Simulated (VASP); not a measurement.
# ScAl2 (Fd-3m) in VASP: notebook

The runs below take ScAl2 through relaxation of cell and atoms, with r2SCAN, LAK, r2SCAN+D4.

All numbers are computed with VASP 6.6.1; they aren't measurements. Logs are shortened: lines on timing, memory, paths and dates and some standing lists are left out, and cuts for length are marked.

**1. Starting point**

The structure is cubic, space group Fd-3m (No. 227). The conventional cell has a = 7.555 Å, b = 7.555 Å, c = 7.555 Å, α = 90.00°, β = 90.00°, γ = 90.00°. Sc (site symmetry -43m) has 12 Al at 3.13 Å and 4 Sc at 3.27 Å as nearest neighbours. Al (site symmetry -3m) is surrounded by 6 Al at 2.67 Å.

The cell comes from a database or a generator and needn't be the stable form of this composition.

**2. Relaxation of cell and atoms, r2SCAN**

The input, INCAR:

```
SYSTEM = ScAl2
ALGO = Normal ; EDIFF = 1E-7
EDIFFG = -0.005 ; ENCUT = 600
IBRION = 2 ; ISIF = 3
ISMEAR = 1 ; LASPH = .True.
LCHARG = .False. ; LMIXTAU = .True.
LREAL = .False. ; LWAVE = .False.
METAGGA = R2SCAN ; NELM = 60
NSW = 40 ; PREC = Accurate
SIGMA = 0.1
```

The input, KPOINTS:

```
k-points
0
Gamma
  6 6 6
  0 0 0
```

The input, POSCAR:

```
ScAl2
1.0
    0.0000000000      3.7776526849      3.7776526849
    3.7776526849      0.0000000000      3.7776526849
    3.7776526849      3.7776526849      0.0000000000
Sc Al
2 4
Direct
    0.2500000000      0.2500000000      0.2500000000
    0.0000000000      0.0000000000      0.0000000000
    0.6250000000      0.6250000000      0.1250000000
    0.6250000000      0.1250000000      0.6250000000
    0.1250000000      0.6250000000      0.6250000000
    0.6250000000      0.6250000000      0.6250000000
```

Potentials or basis: VASP PAW PBE potentials, release 64 (Sc_sv, Al).

Command:

```console
cat potpaw_PBE.64/Sc_sv/POTCAR potpaw_PBE.64/Al/POTCAR > POTCAR
mpirun -np 1 vasp_std > vasp.out
```

OUTCAR:

```text
SYSTEM = ScAl2
   EDIFF = 1E-7
   EDIFFG = -0.005
   ENCUT = 600
   IBRION = 2
   ISIF = 3
   ISMEAR = 1
   LASPH = .True.
   LREAL = .False.
   METAGGA = R2SCAN
   NELM = 60
   NSW = 40
   PREC = Accurate

 ion  position               nearest neighbor table
   1  0.250  0.250  0.250-   6 3.13   5 3.13   4 3.13   4 3.13   5 3.13   3 3.13   3 3.13   4 3.13
                             6 3.13   3 3.13   5 3.13   6 3.13   2 3.27   2 3.27   2 3.27   2 3.27
   2  0.000  0.000  0.000-   4 3.13   5 3.13   6 3.13   3 3.13   3 3.13   6 3.13   4 3.13   5 3.13
                             6 3.13   3 3.13   4 3.13   5 3.13   1 3.27   1 3.27   1 3.27   1 3.27
   3  0.625  0.625  0.125-   6 2.67   4 2.67   5 2.67   6 2.67   4 2.67   5 2.67   1 3.13   2 3.13
                             2 3.13   1 3.13   2 3.13   1 3.13
   4  0.625  0.125  0.625-   6 2.67   3 2.67   3 2.67   5 2.67   6 2.67   5 2.67   2 3.13   1 3.13
                             1 3.13   2 3.13   1 3.13   2 3.13
   5  0.125  0.625  0.625-   6 2.67   3 2.67   4 2.67   3 2.67   4 2.67   6 2.67   1 3.13   2 3.13
                             1 3.13   2 3.13   1 3.13   2 3.13
   6  0.625  0.625  0.625-   3 2.67   4 2.67   5 2.67   3 2.67   4 2.67   5 2.67   2 3.13   1 3.13
                             2 3.13   1 3.13   2 3.13   1 3.13

  LATTYP: Found a face centered cubic cell.
 ALAT       =     7.5553053698

  Lattice vectors:

 A1 = (   0.0000000000,   3.7776526849,   3.7776526849)
 A2 = (   3.7776526849,   0.0000000000,   3.7776526849)
 A3 = (   3.7776526849,   3.7776526849,   0.0000000000)

Analysis of symmetry for initial positions (statically):
=====================================================================
 Subroutine PRICEL returns:
 Original cell was already a primitive cell.

 Routine SETGRP: Setting up the symmetry group for a
 face centered cubic supercell.

 Subroutine GETGRP returns: Found 48 space group operations
 (whereof 24 operations were pure point group operations)
 out of a pool of 48 trial point group operations.

The static configuration has the point symmetry T_d .
 The point group associated with its full space group is O_h .

Analysis of symmetry for dynamics (positions and initial velocities):
=====================================================================
 Subroutine PRICEL returns:
 Original cell was already a primitive cell.

 Routine SETGRP: Setting up the symmetry group for a
 face centered cubic supercell.

 Subroutine GETGRP returns: Found 48 space group operations
 (whereof 24 operations were pure point group operations)
 out of a pool of 48 trial point group operations.

The dynamic configuration has the point symmetry T_d .
 The point group associated with its full space group is O_h .

 Subroutine INISYM returns: Found 48 space group operations
 (whereof 24 operations are pure point group operations),
 and found     1 'primitive' translations

----------------------------------------------------------------------------------------

                                     Primitive cell

  volume of cell :     107.8192

  direct lattice vectors                    reciprocal lattice vectors
     0.000000000  3.777652685  3.777652685    -0.132357324  0.132357324  0.132357324
     3.777652685  0.000000000  3.777652685     0.132357324 -0.132357324  0.132357324
     3.777652685  3.777652685  0.000000000     0.132357324  0.132357324 -0.132357324

  length of vectors
     5.342407661  5.342407661  5.342407661     0.229249610  0.229249610  0.229249610

  position of ions in fractional coordinates (direct lattice)
     0.250000000  0.250000000  0.250000000
     0.000000000  0.000000000  0.000000000
     0.625000000  0.625000000  0.125000000
     0.625000000  0.125000000  0.625000000
     0.125000000  0.625000000  0.625000000
     0.625000000  0.625000000  0.625000000
[... 88 lines left out ...]
   EFERMI_NEDOS =   21; number of points for ismear=-14 and -15
   IALGO  =     38    algorithm
   IMIX   =      4    mixing-type and parameters
     AMIX     =   0.40;   BMIX     =  1.00
     AMIX_MAG =   1.60;   BMIX_MAG =  1.00
  volume/ion in A,a.u.               =      17.97       121.27
  Fermi-wavevector in a.u.,A,eV,Ry     =   1.114301  2.105723 16.893895  1.241666
  Thomas-Fermi vector in A             =   2.250894
   LORBIT       =      0    0 simple, 1 ext, 2 COOP (PROOUT), +10 PAW based schemes
   METAGGA = R2SCAN    functional components
   LHFCALC =     F    Hartree Fock is set to
   AEXX    =    0.0000 exact exchange contribution
   IVDW    =     0    specifies the selected vdW correction
   LEPSILON=     F    determine dielectric tensor
   LRPA    =     F    only Hartree local field effects (RPA)
 conjugate gradient relaxation of ions
 non-spin polarized calculation
 Methfessel and Paxton  Order N= 1 SIGMA  =   0.10
  energy-cutoff  :      600.00
  volume of cell :      107.82
 maximum number of plane-waves:      3647
 NGX is ok and might be reduce to    48
   NGX = 21   NGY = 21   NGZ = 21

--------------------------------------- Ionic step        1  -------------------------------------------

 number of electron      33.9999998 magnetization

 Free energy of the ion-electron system (eV)
  ---------------------------------------------------
  ext. energy  EPLUGINS =         0.00000000
  ---------------------------------------------------
  free energy    TOTEN  =       -52.93058382 eV

  energy without entropy =      -52.92877720  energy(sigma->0) =      -52.92998161

------------------------ aborting loop because EDIFF is reached ----------------------------------------

  FORCE on cell =-STRESS in cart. coord.  units (eV):
  Direction    XX          YY          ZZ          XY          YZ          ZX
  --------------------------------------------------------------------------------------
  -------------------------------------------------------------------------------------
  Total        0.0369223      0.0369223      0.0369223     -0.0000000     -0.0000000      0.0000000
  in kB        0.5486597      0.5486597      0.5486597     -0.0000000     -0.0000000      0.0000000
  external PRESSURE =       0.5486597 kB  Pullay stress =       0.0000000 kB

 VOLUME and BASIS-vectors are now :
 -----------------------------------------------------------------------------
  energy-cutoff  :      600.00
  volume of cell :      107.82
      direct lattice vectors                 reciprocal lattice vectors
     0.000000000  3.777652685  3.777652685    -0.132357324  0.132357324  0.132357324
     3.777652685  0.000000000  3.777652685     0.132357324 -0.132357324  0.132357324
     3.777652685  3.777652685  0.000000000     0.132357324  0.132357324 -0.132357324

 POSITION                                       TOTAL-FORCE (eV/Angst)
 -----------------------------------------------------------------------------------
      1.88883      1.88883      1.88883        -0.000000     -0.000000     -0.000000
      0.00000      0.00000      0.00000         0.000000      0.000000      0.000000
      2.83324      2.83324      4.72207         0.000000     -0.000000     -0.000000
      2.83324      4.72207      2.83324         0.000000     -0.000000     -0.000000
      4.72207      2.83324      2.83324         0.000000     -0.000000     -0.000000
      4.72207      4.72207      4.72207         0.000000     -0.000000     -0.000000
 -----------------------------------------------------------------------------------
    total drift:                               -0.000000     -0.000000     -0.000000

  FREE ENERGIE OF THE ION-ELECTRON SYSTEM (eV)
  ---------------------------------------------------
  free  energy   TOTEN  =       -52.9305838176 eV

  energy  without entropy=      -52.9287771971  energy(sigma->0) =      -52.92998161

--------------------------------------- Ionic step        2  -------------------------------------------

 number of electron      33.9999998 magnetization

 Free energy of the ion-electron system (eV)
  ---------------------------------------------------
  ext. energy  EPLUGINS =         0.00000000
  ---------------------------------------------------
  free energy    TOTEN  =       -52.93059042 eV

  energy without entropy =      -52.92878605  energy(sigma->0) =      -52.92998896

 E-fermi :   6.5008     XC(G=0): -11.0170

 val. band max:        6.4811859977   @ k =   0.5000   0.1667   0.0000
 cond. band min:       6.5979967674   @ k =   0.3333   0.3333   0.0000
 fundamental gap:      0.1168107697
 Fermi energy:         6.5008257564

 k-point     1 :       0.0000    0.0000    0.0000
  band No.  band energies     occupation
      1     -44.9565      2.00000
      2     -44.9159      2.00000
      3     -22.6684      2.00000
      4     -22.6684      2.00000
      5     -22.6684      2.00000
      6     -22.5583      2.00000
[... 373 lines left out ...]
     20       7.6036     -0.00000
     21       8.5366      0.00000

------------------------ aborting loop because EDIFF is reached ----------------------------------------

  FORCE on cell =-STRESS in cart. coord.  units (eV):
  Direction    XX          YY          ZZ          XY          YZ          ZX
  --------------------------------------------------------------------------------------
  -------------------------------------------------------------------------------------
  Total       -0.0188944     -0.0188944     -0.0188944     -0.0000000      0.0000000     -0.0000000
  in kB       -0.2805178     -0.2805178     -0.2805178     -0.0000000      0.0000000     -0.0000000
  external PRESSURE =      -0.2805178 kB  Pullay stress =       0.0000000 kB

 VOLUME and BASIS-vectors are now :
 -----------------------------------------------------------------------------
  energy-cutoff  :      600.00
  volume of cell :      107.92
      direct lattice vectors                 reciprocal lattice vectors
     0.000000000  3.778774162  3.778774162    -0.132318042  0.132318042  0.132318042
     3.778774162 -0.000000000  3.778774162     0.132318042 -0.132318042  0.132318042
     3.778774162  3.778774162 -0.000000000     0.132318042  0.132318042 -0.132318042

 POSITION                                       TOTAL-FORCE (eV/Angst)
 -----------------------------------------------------------------------------------
      1.88939      1.88939      1.88939        -0.000000     -0.000000     -0.000000
      0.00000      0.00000      0.00000         0.000000      0.000000      0.000000
      2.83408      2.83408      4.72347         0.000000     -0.000000      0.000000
      2.83408      4.72347      2.83408         0.000000     -0.000000     -0.000000
      4.72347      2.83408      2.83408         0.000000     -0.000000     -0.000000
      4.72347      4.72347      4.72347         0.000000     -0.000000      0.000000
 -----------------------------------------------------------------------------------
    total drift:                               -0.000000      0.000000     -0.000000

  FREE ENERGIE OF THE ION-ELECTRON SYSTEM (eV)
  ---------------------------------------------------
  free  energy   TOTEN  =       -52.9305904201 eV

  energy  without entropy=      -52.9287860462  energy(sigma->0) =      -52.92998896

 reached required accuracy - stopping structural energy minimisation
```

Run time: 6.1 min. Hardware: 1 thread of AMD EPYC 9R45 (Zen 5), shared host; peak memory 0.35 GiB.

What came out:

* Free energy: -52.9306 eV
* Relaxed volume: 17.99 Å³/atom
* Relaxed cell: a = 5.344 Å, b = 5.344 Å, c = 5.344 Å, α = 60.00°, β = 60.00°, γ = 60.00°
* Space group after relaxing (to 0.05 Å): Fd-3m (No. 227)
* Energy gained by relaxing: 0.0 meV/atom
* Ionic steps: 2
* Pressure after relaxing: 0.0 GPa
* Band gap on the k mesh: none (metal or under the smearing width)

Final structure:
```
Sc Al
1.0
     0.00000    3.77877    3.77877
     3.77877    0.00000    3.77877
     3.77877    3.77877    0.00000
Sc Al
2 4
Direct
  0.25000 0.25000 0.25000
  0.00000 0.00000 0.00000
  0.62500 0.62500 0.12500
  0.62500 0.12500 0.62500
  0.12500 0.62500 0.62500
  0.62500 0.62500 0.62500
```

Levels at points of the mesh, in eV from the Fermi level:
| k point | band 14 | band 15 | band 16 | band 17 | band 18 | band 19 | band 20 | band 21 |
| --- | --- | --- | --- | --- | --- | --- | --- | --- |
| (0.00, 0.00, 0.00) | -2.46 | -2.46 | -2.46 | -1.78 | -1.78 | 0.46 | 2.27 | 2.27 |
| (0.50, 0.00, 0.00) | -2.05 | -2.05 | -0.31 | -0.10 | -0.10 | 1.83 | 1.83 | 2.03 |
| (0.50, 0.50, 0.00) | -3.78 | 0.33 | 0.33 | 0.81 | 0.81 | 0.93 | 0.93 | 1.14 |

Caveat: the PAW data sets were made with another functional, which shifts forces and pressure a little.

**3. Relaxation of cell and atoms, LAK**

The input, INCAR:

```
SYSTEM = ScAl2
ALGO = Normal
EDIFF = 1E-7
EDIFFG = -0.01
ENCUT = 600
IBRION = 2
ISIF = 3
ISMEAR = 1
LASPH = .TRUE.
LCHARG = .FALSE.
LMIXTAU = .TRUE.
LREAL = .FALSE.
LWAVE = .FALSE.
METAGGA = LAK
NELM = 60
NSW = 40
PREC = Accurate
SIGMA = 0.1
```

The input, KPOINTS:

```
k-points
0
G
  6 6 6
  0 0 0
```

POSCAR is that of step 2.

Potentials or basis: VASP PAW PBE potentials, release 64 (Sc_sv, Al).

Command:

```console
cat potpaw_PBE.64/Sc_sv/POTCAR potpaw_PBE.64/Al/POTCAR > POTCAR
mpirun -np 1 vasp_std > vasp.out
```

Wall time 16 min (1 thread of AMD EPYC 9R45 (Zen 5), shared host); peak memory 0.36 GiB.

The run converged. Its results:

* Free energy: -16.8129 eV
* Relaxed volume: 18.14 Å³/atom
* Relaxed cell: a = 5.359 Å, b = 5.359 Å, c = 5.359 Å, α = 60.00°, β = 60.00°, γ = 60.00°
* Space group after relaxing (to 0.05 Å): Fd-3m (No. 227)
* Energy gained by relaxing: 0.6 meV/atom
* Ionic steps: 4
* Pressure after relaxing: 0.0 GPa
* Band gap on the k mesh: none (metal or under the smearing width)

The path:
| step | energy change (eV) | largest force (eV/Å) | pressure (GPa) | volume (Å³) |
| --- | --- | --- | --- | --- |
| 1 | 0.0000 | 0.0000 | 0.90 | 107.82 |
| 2 | -0.0035 | 0.0000 | -0.52 | 109.40 |
| 3 | -0.0040 | 0.0000 | -0.19 | 109.02 |
| 4 | -0.0038 | 0.0000 | 0.00 | 108.81 |

Final structure:
```
CELL_PARAMETERS angstrom
0.00000 3.78920 3.78920
3.78920 0.00000 3.78920
3.78920 3.78920 0.00000
ATOMIC_POSITIONS crystal
Sc 0.25000 0.25000 0.25000
Sc 0.00000 0.00000 0.00000
Al 0.62500 0.62500 0.12500
Al 0.62500 0.12500 0.62500
Al 0.12500 0.62500 0.62500
Al 0.62500 0.62500 0.62500
```

Levels at points of the mesh, in eV from the Fermi level:
```csv
k point,band 14,band 15,band 16,band 17,band 18,band 19,band 20,band 21
"(0.00, 0.00, 0.00)",-2.51,-2.51,-2.51,-1.85,-1.85,0.50,2.30,2.30
"(0.50, 0.00, 0.00)",-2.15,-2.15,-0.29,-0.10,-0.10,1.86,1.86,2.03
"(0.50, 0.50, 0.00)",-3.87,0.31,0.31,0.87,0.87,0.96,0.96,1.16
```

Caveat: the PAW data sets were made with another functional, which shifts forces and pressure a little.

**4. Relaxation of cell and atoms, r2SCAN+D4**

The input, INCAR:

```
SYSTEM = ScAl2
  PREC = Accurate
  ENCUT = 600
  EDIFF = 1E-6
  ISMEAR = 1
  SIGMA = 0.1
  LREAL = .False.
  LASPH = .True.
  NELM = 100
  ALGO = Normal
  ISIF = 3
  LWAVE = .False.
  LCHARG = .False.
  METAGGA = R2SCAN
  LMIXTAU = .True.
  IVDW = 13
  VDW_S6 = 1.0
  VDW_S8 = 0.6018749
  VDW_A1 = 0.51559235
  VDW_A2 = 5.77342911
  IBRION = 2
  NSW = 40
  EDIFFG = -0.005
```

The input, KPOINTS:

```
Automatic mesh
0
Gamma
  6 6 6
  0 0 0
```

POSCAR is that of step 3.

Command:

```console
cat potpaw_PBE.64/Sc_sv/POTCAR potpaw_PBE.64/Al/POTCAR > POTCAR
mpirun -np 1 vasp_std > vasp.out
```

Wall time 7.3 min (1 thread of AMD EPYC 9R45 (Zen 5), shared host); peak memory 0.36 GiB.

The run converged. Its results:

```yaml
Free_energy: -53.6026 eV
Relaxed_volume: 17.81 Å³/atom
Relaxed_cell: a = 5.326 Å, b = 5.326 Å, c = 5.326 Å, α = 60.00°, β = 60.00°, γ = 60.00°
Space_group_after_relaxing_to_0.05_Å: Fd-3m (No. 227)
Energy_gained_by_relaxing: 0.4 meV/atom
Ionic_steps: 3
Pressure_after_relaxing: 0.0 GPa
Band_gap_on_the_k_mesh: none (metal or under the smearing width)
Dispersion_energy_per_atom: -0.112 eV
```

The path:
```csv
step,energy change (eV),largest force (eV/Å),pressure (GPa),volume (Å³)
1,0.0000,0.0000,-0.86,107.82
2,-0.0018,0.0000,0.50,106.32
3,-0.0026,0.0000,0.00,106.85
```

Final structure:
```
Sc Al
1.0
     0.00000    3.76635    3.76635
     3.76635    0.00000    3.76635
     3.76635    3.76635    0.00000
Sc Al
2 4
Cartesian
  1.8832 1.8832 1.8832
  0.0000 0.0000 0.0000
  2.8248 2.8248 4.7079
  2.8248 4.7079 2.8248
  4.7079 2.8248 2.8248
  4.7079 4.7079 4.7079
```

Levels at points of the mesh, in eV from the Fermi level:
```tsv
k point	band 15	band 16	band 17	band 18	band 19	band 20
(0.00, 0.00, 0.00)	-2.46	-2.46	-1.80	-1.80	0.48	2.30
(0.50, 0.00, 0.00)	-2.05	-0.31	-0.10	-0.10	1.84	1.84
(0.50, 0.50, 0.00)	0.33	0.33	0.82	0.82	0.94	0.94
```

Caveat: the PAW data sets were made with another functional, which shifts forces and pressure a little; pairwise dispersion overbinds metals, which lowers pressure and volume.

**5. The runs side by side**

| level | gap on the mesh (eV) | pressure (GPa) | relaxed volume (Å³/atom) |
| --- | --- | --- | --- |
| r2SCAN | none | 0.0 | 17.99 |
| LAK | none | 0.0 | 18.14 |
| r2SCAN+D4 | none | 0.0 | 17.81 |

Alike in all rows: task relaxation of cell and atoms; potentials or basis VASP PAW PBE potentials, release 64 (Sc_sv, Al); no spin polarisation; cell relaxed; k mesh 6 × 6 × 6; cutoff (eV) 600; smearing methfessel-paxton 0.1 eV.

Caveats: the PAW data sets were made with another functional, which shifts forces and pressure a little; pairwise dispersion overbinds metals, which lowers pressure and volume (some runs).

Absolute energies hang on the potentials; compare differences alone.
